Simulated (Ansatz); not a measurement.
## Energy landscape near a ScAl3 structure

The calculation used Ansatz 0.2.0, DFT PBE, scalar-relativistic, plane waves, PAW.

Plane waves to 420 eV, a k mesh through Γ of 10×10×10 on the computed 4-atom cell and Gaussian smearing (0.10 eV); no spin polarisation.

Reference cell:

```yaml
crystal:
  lattice:
    - [4.08781, 0.00000, 0.00000]
    - [0.00000, 4.08781, 0.00000]
    - [0.00000, 0.00000, 4.08781]
  atoms:
    - { symbol: Sc, position: [0.00000, 0.00000, 0.00000] }
    - { symbol: Al, position: [0.50000, 0.00000, 0.50000] }
    - { symbol: Al, position: [0.00000, 0.50000, 0.50000] }
    - { symbol: Al, position: [0.50000, 0.50000, 0.00000] }
```

Each variant moves atoms of this cell by the vectors given, if any (Å), and then applies a symmetric strain (tensor components, Cartesian axes). The reference cell isn't relaxed at this level. Energies are per atom at zero smearing, counted from the lowest variant. Pressure is positive in compression.

1. no strain; moves: Al2 (0.225, 0.000, 0.000)
2. strain (xx yy zz yz xz xy, %) 3.33 3.33 3.33 0.00 0.00 0.00
3. strain (xx yy zz yz xz xy, %) 1.18 -0.38 0.92 0.50 -1.84 -2.00; moves: Sc1 (-0.172, -0.251, 0.047); Al2 (0.154, 0.052, -0.161); Al3 (-0.154, 0.055, 0.155); Al4 (0.172, 0.144, -0.042)
4. strain (xx yy zz yz xz xy, %) 0.58 0.58 0.58 0.00 0.00 0.00
5. no strain; moves: Al3 (0.045, 0.000, 0.000)

```json
{"result": "A", "ΔE (meV/atom)": "32.0", "P (GPa)": "-6.14", "largest force (eV/Å)": "0.00"}
{"result": "B", "ΔE (meV/atom)": "0.0", "P (GPa)": "-0.39", "largest force (eV/Å)": "0.00"}
{"result": "C", "ΔE (meV/atom)": "410.7", "P (GPa)": "8.45", "largest force (eV/Å)": "5.77"}
{"result": "D", "ΔE (meV/atom)": "1.8", "P (GPa)": "1.16", "largest force (eV/Å)": "0.21"}
{"result": "E", "ΔE (meV/atom)": "41.4", "P (GPa)": "2.10", "largest force (eV/Å)": "1.46"}
```

(1) Which variant gave which result?

Answers

(1) A is 2, B is 4, C is 3, D is 5, E is 1.